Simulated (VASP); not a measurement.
# BNH₄: training a force field on the fly

BNH₄, molecule in box, 6 atoms in the cell. PBE, machine-learned force field trained on the fly; PAW potentials B, N, H (PBE set).

## Input

INCAR.step1:
```
ALGO     = Fast           # electronic algorithm
ANDERSEN_PROB= 0.1          
EDIFF    = 1E-5           # SCF threshold, eV
ENCUT    = 400            # plane-wave cutoff, eV
IBRION   = 0              # ionic algorithm
ISIF     = 2              # what is computed and relaxed
ISMEAR   = 0              # smearing method
ISYM     = 0            
LCHARG   = F              # write CHGCAR
LREAL    = F              # projectors in reciprocal space
LWAVE    = F              # write WAVECAR
MDALGO   = 1            
ML_CTIFOR= 1E-6         
ML_ICRITERIA= 0            
ML_LMLFF = T            
ML_MODE  = train        
ML_NMDINT= 1            
ML_WTSIF = 1E-10        
NELM     = 100            # most SCF steps
NELMIN   = 4            
NSW      = 160            # ionic steps
POTIM    = 0.7            # step
PREC     = Normal         # precision mode
RANDOM_SEED= 516377 0 0   
SIGMA    = 0.05           # smearing width, eV
TEBEG    = 300           
```

INCAR.step2, as INCAR.step1 but for:
```
- ANDERSEN_PROB = 0.1
- MDALGO = 1
- ML_CTIFOR = 1E-6
- ML_ICRITERIA = 0
- ML_NMDINT = 1
- NSW = 160
- RANDOM_SEED = 516377 0 0
- TEBEG = 300
+ LANGEVIN_GAMMA = 10 10 10
+ MDALGO = 3
+ ML_CTIFOR = 0.02
+ ML_NMDINT = 2
+ NSW = 2000
+ RANDOM_SEED = 243753 0 0
+ TEBEG = 180
+ TEEND = 375
```

INCAR.step3:
```
ALGO     = Fast           # electronic algorithm
EDIFF    = 1E-5           # SCF threshold, eV
ENCUT    = 400            # plane-wave cutoff, eV
ISMEAR   = 0              # smearing method
ISYM     = 0            
LCHARG   = F              # write CHGCAR
LREAL    = F              # projectors in reciprocal space
LWAVE    = F              # write WAVECAR
ML_LMLFF = T            
ML_MODE  = refit        
ML_WTSIF = 1E-10        
NELM     = 100            # most SCF steps
NELMIN   = 4            
PREC     = Normal         # precision mode
SIGMA    = 0.05           # smearing width, eV
```

INCAR.step4:
```
ENCUT    = 400            # plane-wave cutoff, eV
IBRION   = -1             # ionic algorithm
ISMEAR   = 0              # smearing method
ISYM     = 0            
LCHARG   = F              # write CHGCAR
LWAVE    = F              # write WAVECAR
ML_LMLFF = T            
ML_MODE  = run          
NSW      = 0              # ionic steps
NWRITE   = 2            
PREC     = Normal         # precision mode
SIGMA    = 0.05           # smearing width, eV
```

INCAR.step5:
```
ALGO     = Fast           # electronic algorithm
EDIFF    = 1E-5           # SCF threshold, eV
ENCUT    = 400            # plane-wave cutoff, eV
ISMEAR   = 0              # smearing method
ISYM     = 0            
LCHARG   = F              # write CHGCAR
LREAL    = F              # projectors in reciprocal space
LWAVE    = F              # write WAVECAR
NELM     = 100            # most SCF steps
NELMIN   = 4            
PREC     = Normal         # precision mode
SIGMA    = 0.05           # smearing width, eV
```

INCAR.step6:
```
EDIFFG   = -2E-4          # ionic threshold
ENCUT    = 400            # plane-wave cutoff, eV
IBRION   = 2              # ionic algorithm
ISIF     = 2              # what is computed and relaxed
ISMEAR   = 0              # smearing method
ISYM     = 0            
LCHARG   = F              # write CHGCAR
LWAVE    = F              # write WAVECAR
ML_LMLFF = T            
ML_MODE  = run          
NSW      = 300            # ionic steps
NWRITE   = 0            
PREC     = Normal         # precision mode
SIGMA    = 0.05           # smearing width, eV
```

KPOINTS:
```
k-points
0
Gamma
  1 1 1
```

POSCAR.step1:
```
BH4N
1.0
    8.0000000000      0.0000000000      0.0000000000
    0.0000000000      9.0000000000      0.0000000000
    0.0000000000      0.0000000000      8.0000000000
B N H
1 1 4
Direct
    0.4889750000      0.4275055600      0.5019062500
    0.5232625000      0.5782833300      0.5064562500
    0.5332249900      0.3510166700      0.6160437500
    0.4160000000      0.3776055600      0.3839562500
    0.4898000000      0.6489833300      0.4150062500
    0.5840000000      0.6276166700      0.6015187600
```

Commands (each step's output is kept before the next begins):
```
cat potpaw_PBE.64/B/POTCAR potpaw_PBE.64/N/POTCAR potpaw_PBE.64/H/POTCAR > POTCAR
cp INCAR.step1 INCAR
cp POSCAR.step1 POSCAR
mpirun -np 4 vasp_gam > vasp.out
cp ML_ABN ../ML_AB
cp CONTCAR POSCAR
cp ../ML_AB ML_AB
cp INCAR.step2 INCAR
mpirun -np 4 vasp_gam > vasp.out
cp ML_ABN ../ML_AB
cp CONTCAR POSCAR
cp ../ML_AB ML_AB
cp INCAR.step3 INCAR
mpirun -np 4 vasp_gam > vasp.out
cp ML_FFN ../ML_FF
cp ../ML_FF ML_FF
rm ML_AB
cp INCAR.step4 INCAR
mpirun -np 4 vasp_gam > vasp.out
cp INCAR.step5 INCAR
mpirun -np 4 vasp_gam > vasp.out
cp INCAR.step6 INCAR
mpirun -np 4 vasp_gam > vasp.out
cp CONTCAR ../POSCAR.min
cp CONTCAR POSCAR
cp INCAR.step5 INCAR
mpirun -np 4 vasp_gam > vasp.out
cp INCAR.step4 INCAR
mpirun -np 4 vasp_gam > vasp.out
```

## Result

- Force error of the fit (eV/Å): 0.006
- Energy error of the fit (eV/atom): 0.0001

The training runs are MD at 180 to 375 K, 1.5 ps in all.

Between the relaxed minimum and a frame of the training run, the force field gives 0.134 eV and DFT 0.130 eV.

ML_LOGFILE.step1:
```
# STATUS This line describes the overall status of each step.
# STATUS
# STATUS nstep ..... MD time step or input structure counter
# STATUS state ..... One-word description of step action
# STATUS             - "accurate"  (1) : Errors are low, force field is used
# STATUS             - "threshold" (2) : Errors exceeded threshold, structure is sampled from ab initio
# STATUS             - "learning"  (3) : Stored configurations are used for training force field
# STATUS             - "critical"  (4) : Errors are high, ab initio sampling and learning is enforced
# STATUS             - "predict"   (5) : Force field is used in prediction mode only, no error checking
# STATUS             - "predfast"  (6) : Prediction mode only, no error checking, no error estimates
# STATUS             - "interval"  (7) : Errors exceeded threshold, but too close to last sampling (ML_NMDINT)
# STATUS is ........ Integer representation of above one-word description (integer in parenthesis)
# STATUS doabin .... Perform ab initio calculation (T/F)
# STATUS iff ....... Force field available (T/F, False after startup hints to possible convergence problems)
[... 34 lines left out ...]
BEEF                  157   5.38199275E-06   4.28912006E-03   2.00210147E-03   1.00000000E-06   1.01635309E-01   6.22051871E-02
BEEF                  158   5.47347085E-06   4.55863032E-03   2.07376280E-03   1.00000000E-06   1.04602814E-01   6.41180438E-02
BEEF                  159   6.19473470E-06   5.26587266E-03   2.34729861E-03   1.00000000E-06   1.02128667E-01   6.22929342E-02
BEEF                  160   6.86769088E-06   6.08334805E-03   2.73440051E-03   1.00000000E-06   1.02262795E-01   6.21118819E-02
ERR                   157   8.65013210E-05   1.29003636E-02   1.51380906E+00
ERR                   158   8.93308619E-05   1.29195401E-02   1.53213371E+00
ERR                   159   8.84967368E-05   1.27162130E-02   1.52708148E+00
ERR                   160   8.84258705E-05   1.27133937E-02   1.53227476E+00
```

ML_LOGFILE.step2:
```
# STATUS This line describes the overall status of each step.
# STATUS
# STATUS nstep ..... MD time step or input structure counter
# STATUS state ..... One-word description of step action
# STATUS             - "accurate"  (1) : Errors are low, force field is used
# STATUS             - "threshold" (2) : Errors exceeded threshold, structure is sampled from ab initio
# STATUS             - "learning"  (3) : Stored configurations are used for training force field
# STATUS             - "critical"  (4) : Errors are high, ab initio sampling and learning is enforced
# STATUS             - "predict"   (5) : Force field is used in prediction mode only, no error checking
# STATUS             - "predfast"  (6) : Prediction mode only, no error checking, no error estimates
# STATUS             - "interval"  (7) : Errors exceeded threshold, but too close to last sampling (ML_NMDINT)
# STATUS is ........ Integer representation of above one-word description (integer in parenthesis)
# STATUS doabin .... Perform ab initio calculation (T/F)
# STATUS iff ....... Force field available (T/F, False after startup hints to possible convergence problems)
[... 34 lines left out ...]
BEEF                 1997   5.08487780E-05   1.33400852E-02   6.74872442E-03   2.00000000E-02   1.16222484E-01   6.60863998E-02
BEEF                 1998   5.04826354E-05   1.33971867E-02   6.58475541E-03   2.00000000E-02   1.15805757E-01   6.53897341E-02
BEEF                 1999   5.03818694E-05   1.29982545E-02   6.40889808E-03   2.00000000E-02   1.15081101E-01   6.47653506E-02
BEEF                 2000   4.57667399E-05   1.21500094E-02   6.12769416E-03   2.00000000E-02   1.13340353E-01   6.32554883E-02
ERR                   930   9.71879501E-05   1.23463243E-02   1.38904954E+00
ERR                  1021   1.08152128E-04   1.22649694E-02   1.33870723E+00
ERR                  1746   1.12679448E-04   1.23779447E-02   1.49595256E+00
ERR                  2000   1.14117527E-04   1.23870083E-02   1.49184482E+00
```

ML_LOGFILE.step3:
```
# STATUS This line describes the overall status of each step.
# STATUS
# STATUS nstep ..... MD time step or input structure counter
# STATUS state ..... One-word description of step action
# STATUS             - "accurate"  (1) : Errors are low, force field is used
# STATUS             - "threshold" (2) : Errors exceeded threshold, structure is sampled from ab initio
# STATUS             - "learning"  (3) : Stored configurations are used for training force field
# STATUS             - "critical"  (4) : Errors are high, ab initio sampling and learning is enforced
# STATUS             - "predict"   (5) : Force field is used in prediction mode only, no error checking
# STATUS             - "predfast"  (6) : Prediction mode only, no error checking, no error estimates
# STATUS             - "interval"  (7) : Errors exceeded threshold, but too close to last sampling (ML_NMDINT)
# STATUS is ........ Integer representation of above one-word description (integer in parenthesis)
# STATUS doabin .... Perform ab initio calculation (T/F)
# STATUS iff ....... Force field available (T/F, False after startup hints to possible convergence problems)
[... 20 lines left out ...]
# BEEF bee_ave_stress ... Bayesian error estimate of stresses (average) (kB)
# BEEF              nstep       bee_energy    bee_max_force    bee_ave_force        threshold   bee_max_stress   bee_ave_stress
# BEEF                  2                3                4                5                6                7                8
# SPRSC This line shows the results of sparsification regarding the number
# SPRSC of reference structures and local reference configurations.
# SPRSC
STATUS                  0  learning  3      T      F         0         0
STATUS                  1  accurate  1      F      T         1         1
SPRSC                   0       181       181 B         64        64 N         67        67 H        226       226
ERR                     0   7.54680196E-05   5.62461495E-03   1.46176650E+00
```

Limits: the nuclei move classically.

VASP 6.6.1 took 240 s on 4 cores (Intel Xeon Platinum 8488C (Sapphire Rapids)), a shared host.
